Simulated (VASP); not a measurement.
# BP (F-43m) in VASP: a series of runs

Runs on BP. Level: PBEsol. Tasks: single point.

Everything below comes from runs of VASP 6.6.1. Logs are shortened: lines on timing, memory, paths and dates and some standing lists are left out, and cuts for length are marked.

## Step 1: The structure

The structure is cubic, space group F-43m (No. 216). Conventional cell: a = 4.538 Å, b = 4.538 Å, c = 4.538 Å, α = 90.00°, β = 90.00°, γ = 90.00°. Around P (site symmetry -43m) lie 4 B at 1.97 Å. B (site symmetry -43m) is surrounded by 4 P at 1.97 Å.

## Step 2: Single point, PBEsol

run.py

```python
from ase.calculators.vasp import Vasp
from ase.dft.bandgap import bandgap
from ase.spacegroup import crystal

atoms = crystal(
    ['P', 'B'],
    basis=[[0.25, 0.25, 0.25], [0.0, 0.0, 0.0]],
    spacegroup=216,
    setting=1,
    cellpar=[4.538, 4.538, 4.538, 90.0, 90.0, 90.0],
    primitive_cell=True,
)
calc = Vasp(
    directory='calc',
    xc='pbesol',
    pp='PBE',
    setups='materialsproject',
    prec='Accurate',
    encut=520,
    ediff=1e-07,
    ismear=0,
    sigma=0.02,
    lreal=False,
    lasph=True,
    nelm=60,
    algo='Fast',
    isif=2,
    lwave=False,
    lcharg=True,
    lelf=True,
    lvhar=True,
    kpts=[10, 10, 10],
    gamma=True,
)
atoms.calc = calc

print('energy (eV):', atoms.get_potential_energy())
print('free energy (eV):', atoms.get_potential_energy(force_consistent=True))
print('forces (eV/A):')
print(atoms.get_forces())
print('stress (eV/A^3, Voigt):', atoms.get_stress())
print('Fermi level (eV):', calc.get_fermi_level())
gap, top, bottom = bandgap(calc)
print('band gap (eV):', gap, 'from (spin, k, band)', top, 'to', bottom)
```

Potentials or basis: VASP PAW PBE potentials, release 64 (P, B).

On the command line:

```console
python run.py
```

Log:

```text
energy (eV): -13.67223473
free energy (eV): -13.67223473
forces (eV/A):
[[-0.  0.  0.]
 [ 0. -0. -0.]]
stress (eV/A^3, Voigt): [ 0.01158426  0.01158426  0.01158426  0.         -0.          0.        ]
Fermi level (eV): 7.52883518
band gap (eV): 1.1309000000000005 from (spin, k, band) (0, np.int64(0), np.int64(3)) to (0, np.int64(27), np.int64(4))
```

OUTCAR:

```text
ENCUT = 520.000000
   EDIFF = 1.00e-07
   GGA = PS
   PREC = Accurate
   ISIF = 2
   ISMEAR = 0
   NELM = 60
   LASPH = .TRUE.
   LREAL = .FALSE.

 ion  position               nearest neighbor table
   1  0.250  0.250  0.250-   2 1.97   2 1.97   2 1.97   2 1.97
   2  0.000  0.000  0.000-   1 1.97   1 1.97   1 1.97   1 1.97

  LATTYP: Found a face centered cubic cell.
 ALAT       =     4.5380000000

  Lattice vectors:

 A1 = (   0.0000000000,   2.2690000000,   2.2690000000)
 A2 = (   2.2690000000,   0.0000000000,   2.2690000000)
 A3 = (   2.2690000000,   2.2690000000,   0.0000000000)

Analysis of symmetry for initial positions (statically):
=====================================================================
 Subroutine PRICEL returns:
 Original cell was already a primitive cell.

 Routine SETGRP: Setting up the symmetry group for a
 face centered cubic supercell.

 Subroutine GETGRP returns: Found 24 space group operations
 (whereof 24 operations were pure point group operations)
 out of a pool of 48 trial point group operations.

The static configuration has the point symmetry T_d .

Analysis of symmetry for dynamics (positions and initial velocities):
=====================================================================
 Subroutine PRICEL returns:
 Original cell was already a primitive cell.

 Routine SETGRP: Setting up the symmetry group for a
 face centered cubic supercell.

 Subroutine GETGRP returns: Found 24 space group operations
 (whereof 24 operations were pure point group operations)
 out of a pool of 48 trial point group operations.

The dynamic configuration has the point symmetry T_d .

 Subroutine INISYM returns: Found 24 space group operations
 (whereof 24 operations are pure point group operations),
 and found     1 'primitive' translations

[... 152 lines left out ...]
 maximum number of plane-waves:       639
   NGX = 11   NGY = 11   NGZ = 11

 number of electron       8.0000000 magnetization

 Free energy of the ion-electron system (eV)
  ---------------------------------------------------
  ext. energy  EPLUGINS =         0.00000000
  ---------------------------------------------------
  free energy    TOTEN  =       -13.67223473 eV

  energy without entropy =      -13.67223473  energy(sigma->0) =      -13.67223473

 E-fermi :   7.5288     XC(G=0): -11.0458

 val. band max:        7.4054915989   @ k =   0.0000   0.0000   0.0000
 cond. band min:       8.5364444610   @ k =   0.4000   0.4000   0.0000
 fundamental gap:      1.1309528621
 Fermi energy:         7.5288351815

 k-point     1 :       0.0000    0.0000    0.0000
  band No.  band energies     occupation
      1      -8.0926      2.00000
      2       7.4055      2.00000
      3       7.4055      2.00000
      4       7.4055      2.00000
      5      10.7622      0.00000
      6      10.7622      0.00000
      7      10.7622      0.00000
      8      14.7483      0.00000
[... 419 lines left out ...]
 k-point    40 :      -0.2000    0.3000    0.1000
  band No.  band energies     occupation
      1      -5.1414      2.00000
      2       0.9170      2.00000
      3       2.1969      2.00000
      4       4.8388      2.00000
      5      11.7966      0.00000
      6      12.8276      0.00000
      7      14.4456      0.00000
      8      15.9778      0.00000

 [... further k-points ...]

------------------------ aborting loop because EDIFF is reached ----------------------------------------

  FORCE on cell =-STRESS in cart. coord.  units (eV):
  Direction    XX          YY          ZZ          XY          YZ          ZX
  --------------------------------------------------------------------------------------
  -------------------------------------------------------------------------------------
  Total       -0.2706460     -0.2706460     -0.2706460      0.0000000     -0.0000000      0.0000000
  in kB      -18.5600327    -18.5600327    -18.5600327      0.0000000     -0.0000000      0.0000000
  external PRESSURE =     -18.5600327 kB  Pullay stress =       0.0000000 kB

 VOLUME and BASIS-vectors are now :
 -----------------------------------------------------------------------------
  energy-cutoff  :      520.00
  volume of cell :       23.36
      direct lattice vectors                 reciprocal lattice vectors
     0.000000000  2.269000000  2.269000000    -0.220361393  0.220361393  0.220361393
     2.269000000  0.000000000  2.269000000     0.220361393 -0.220361393  0.220361393
     2.269000000  2.269000000  0.000000000     0.220361393  0.220361393 -0.220361393

 POSITION                                       TOTAL-FORCE (eV/Angst)
 -----------------------------------------------------------------------------------
      1.13450      1.13450      1.13450        -0.000000      0.000000      0.000000
      0.00000      0.00000      0.00000         0.000000     -0.000000     -0.000000
 -----------------------------------------------------------------------------------
    total drift:                                0.000000      0.000000      0.000000

  FREE ENERGIE OF THE ION-ELECTRON SYSTEM (eV)
  ---------------------------------------------------
  free  energy   TOTEN  =       -13.6722347262 eV

  energy  without entropy=      -13.6722347262  energy(sigma->0) =      -13.67223473
```

INCAR:

```text
ENCUT = 520.000000
SIGMA = 0.020000
EDIFF = 1.00e-07
ALGO = Fast
GGA = PS
PREC = Accurate
ISIF = 2
ISMEAR = 0
NELM = 60
LASPH = .TRUE.
LCHARG = .TRUE.
LELF = .TRUE.
LVHAR = .TRUE.
LWAVE = .FALSE.
LREAL = .FALSE.
```

Run time: 12 s. Hardware: 1 thread of Intel Xeon Platinum 8488C (Sapphire Rapids), shared host; peak memory 0.13 GiB.

What came out:

| Quantity | Value |
| --- | --- |
| Free energy | -13.6722 eV |
| Pressure | -1.9 GPa |
| Band gap on the k mesh | 1.13 eV, indirect (least direct gap 3.36 eV) |

Levels at points of the mesh, in eV from the valence-band top:
| k point | band 2 | band 3 | band 4 | band 5 | band 6 | band 7 |
| --- | --- | --- | --- | --- | --- | --- |
| (0.00, 0.00, 0.00) | 0.00 | 0.00 | 0.00 | 3.36 | 3.36 | 3.36 |
| (0.50, 0.00, 0.00) | -9.10 | -1.77 | -1.77 | 3.73 | 4.65 | 4.65 |
| (0.50, 0.50, 0.00) | -8.60 | -4.15 | -4.15 | 1.23 | 1.52 | 12.10 |

Caveat: the PAW data sets were made with another functional, which shifts forces and pressure a little. A k mesh can miss the band edges.

## Step 3: Single point, PBEsol (grid = ENCUT=400 dk=0.45 cell=3x3x3 ISMEAR=0 SIGMA=0.05 LREAL=Auto EDIFF=1e-06)

INCAR

```
ALGO = Fast ; EDIFF = 1E-6
ENCUT = 400 ; GGA = PS
ISIF = 2 ; ISMEAR = 0
LASPH = T ; LCHARG = F
LREAL = Auto ; LWAVE = F
NBANDS = 126 ; NELM = 120
PREC = Accurate ; SIGMA = 0.05
```

KPOINTS

```
k-points
0
Gamma
  2 2 2
```

POSCAR

```
BP
1.0
    0.0000000000      6.8070000000      6.8070000000
    6.8070000000      0.0000000000      6.8070000000
    6.8070000000      6.8070000000      0.0000000000
B P
27 27
Direct
    0.2500000000      0.2500000000      0.2500000000
    0.0000000000      0.0000000000      0.0000000000
    0.0000000000      0.0000000000      0.3333333333
    0.0000000000      0.0000000000      0.6666666667
    0.0000000000      0.3333333333      0.0000000000
    0.0000000000      0.3333333333      0.3333333333
    0.0000000000      0.3333333333      0.6666666667
    0.0000000000      0.6666666667      0.0000000000
    0.0000000000      0.6666666667      0.3333333333
    0.0000000000      0.6666666667      0.6666666667
    0.3333333333      0.0000000000      0.0000000000
    0.3333333333      0.0000000000      0.3333333333
    0.3333333333      0.0000000000      0.6666666667
    0.3333333333      0.3333333333      0.0000000000
    0.3333333333      0.3333333333      0.6666666667
    0.3333333333      0.6666666667      0.0000000000
    0.3333333333      0.6666666667      0.3333333333
    0.3333333333      0.6666666667      0.6666666667
    0.6666666667      0.0000000000      0.0000000000
    0.6666666667      0.0000000000      0.3333333333
    0.6666666667      0.0000000000      0.6666666667
    0.6666666667      0.3333333333      0.0000000000
    0.6666666667      0.3333333333      0.3333333333
    0.6666666667      0.3333333333      0.6666666667
    0.6666666667      0.6666666667      0.0000000000
    0.6666666667      0.6666666667      0.3333333333
    0.6666666667      0.6666666667      0.6666666667
    0.2500000000      0.2500000000      0.5833333333
    0.2500000000      0.2500000000      0.9166666667
    0.2500000000      0.5833333333      0.2500000000
    0.2500000000      0.5833333333      0.5833333333
    0.2500000000      0.5833333333      0.9166666667
    0.2500000000      0.9166666667      0.2500000000
    0.2500000000      0.9166666667      0.5833333333
    0.2500000000      0.9166666667      0.9166666667
    0.5833333333      0.2500000000      0.2500000000
    0.5833333333      0.2500000000      0.5833333333
    0.5833333333      0.2500000000      0.9166666667
    0.5833333333      0.5833333333      0.2500000000
    0.5833333333      0.5833333333      0.5833333333
    0.5833333333      0.5833333333      0.9166666667
    0.5833333333      0.9166666667      0.2500000000
    0.5833333333      0.9166666667      0.5833333333
    0.5833333333      0.9166666667      0.9166666667
    0.9166666667      0.2500000000      0.2500000000
    0.9166666667      0.2500000000      0.5833333333
    0.9166666667      0.2500000000      0.9166666667
    0.9166666667      0.5833333333      0.2500000000
    0.9166666667      0.5833333333      0.5833333333
    0.9166666667      0.5833333333      0.9166666667
    0.9166666667      0.9166666667      0.2500000000
    0.9166666667      0.9166666667      0.5833333333
    0.9166666667      0.9166666667      0.9166666667
    0.3333333333      0.3333333333      0.3333333333
```

Potentials or basis: VASP PAW PBE potentials, release 64 (B, P).

On the command line:

```console
cat potpaw_PBE.64/B/POTCAR potpaw_PBE.64/P/POTCAR > POTCAR
mpirun -np 1 vasp_std > vasp.out
```

Wall time 5.5 min (1 thread of Intel Xeon 6975P-C (Granite Rapids), shared host); peak memory 0.62 GiB.

The run converged, but some of its settings lie outside the range that counts as converged, so its numbers aren't taken as properties of the crystal.

Results:

```
Free energy            : -364.0005 eV
Pressure               : -0.4 GPa
Largest force          : 6.338 eV/Å
Band gap on the k mesh : 0.60 eV, direct
```

Caveat: the PAW data sets were made with another functional, which shifts forces and pressure a little.
